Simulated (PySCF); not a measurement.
Match the calculated data to a structure.

All candidates are C4H6.

| technique | computed result |
| --- | --- |
| Rotational structure | rotational constants A, B, C: 79.730, 3.419, 3.419 GHz [GFN2-xTB] |
| XPS | C1s 289.9 (×2), C1s 291.4 (×2) eV [ΔSCF SCAN, pcX-2 on the ionised atom, pcseg-1 elsewhere, spin-free X2C] |
| Dipole | 0.00 D [PBE0/def2-SVPD] |
| UV, first state | lowest singlet excitation: 6.69 eV (185 nm, f = 0.007 summed over 2 states within 0.01 eV) [TDDFT PBE0/def2-SVPD] |
| Polarisability | 48.7 au [PBE0/def2-SVPD] |
| 13C NMR | chemical shifts (computed TMS as zero) by class: 81.0 (2 C), 4.8 (2 C) ppm [GIAO PBE0/pcSseg-1] |
| Couplings | largest of the computed one-bond spin–spin couplings (means over like bonds): 13C–13C +202.0, 13C–1H +136.5 (×6), 13C–13C +74.3 (×2) Hz [B3LYP/pcJ-1, spin–dipole term left out] |
| 1H NMR | chemical shifts (computed TMS as zero) by class: 1.92 (6 H) ppm [GIAO PBE0/pcSseg-1] |
| Triplet | lowest triplet excitation (Tamm–Dancoff): 5.50 eV [TDA PBE0/def2-SVPD] |

The electronic properties come from PySCF, for the isolated species, density fitting. Levels stand in brackets. Isolated species at its GFN2-xTB geometry, gas phase. NMR classes are plain means over equivalent atoms (diastereotopic ones count apart unless rotation or inversion swaps them), as if these changed places fast.

Task: Which candidate is it?
A. `C1[C@H]2C[C@@H]12`
B. `C1=CCC1`
C. `CC1=CC1`
D. `C#CCC`
E. `CC#CC`

Result: E. It is `CC#CC`. Numbering: `[CH3:1][C:2]#[C:3][CH3:4]`. Its formula, C4H6, gives 2 degrees of unsaturation: 0 rings and 2 π bonds in the structure found. 4 carbons fall into 2 classes; from least to most shielded: alkyne carbon [C2/C3] (81.0 ppm, 2 C), propargylic carbon [C1/C4] (4.8 ppm, 2 C). All hydrogens form one class (1.92 ppm): methyl hydrogen. The couplings run between: +202.0 Hz, alkyne carbon [C2] and alkyne carbon [C3]; +136.5 Hz, propargylic carbon [C1] and its hydrogen (with 5 like pairs); +74.3 Hz, propargylic carbon [C1] and alkyne carbon [C2] (with 1 like pair). The core levels belong to: C1s 289.9 eV, alkyne carbon [C2/C3]; C1s 291.4 eV, propargylic carbon [C1/C4]. The hole state at 289.9 eV has ⟨S²⟩ = 0.83 against 0.75, so that value is less sure. By its constants the optimised geometry is a nearly prolate symmetric top.

The others, at the same levels:
- `CC1=CC1` fails: it has 4 carbon classes against 2; its computed 13C shifts are 126.5 (1 C), 107.5 (1 C), 15.4 (1 C), 8.7 (1 C) ppm, 1H shifts are 6.63 (1 H), 2.37 (3 H), 0.89 (2 H) ppm and lowest singlet excitation is 6.48 eV (191 nm, f = 0.127) (against 6.69 eV).
- `C1=CCC1` fails: its computed 13C shifts are 145.8 (2 C), 32.8 (2 C) ppm, core binding energies are C1s 290.2 (×2), C1s 290.6 (×2) eV and 1H shifts are 6.29 (2 H), 2.65 (4 H) ppm.
- `C1[C@H]2C[C@@H]12` fails: its computed 13C shifts are 29.5 (2 C), -0.6 (2 C) ppm, 1H shifts are 1.73 (2 H), 1.18 (2 H), 0.13 (2 H) ppm and rotational constant A is 17.091 GHz (against 79.730 GHz).
- `C#CCC` fails: it has 4 carbon classes against 2; its computed 13C shifts are 90.4 (1 C), 74.3 (1 C), 16.8 (1 C), 15.2 (1 C) ppm, 1H shifts are 2.30 (2 H), 1.35 (1 H), 1.22 (3 H) ppm and static isotropic polarisability is 47.1 au (against 48.7 au).
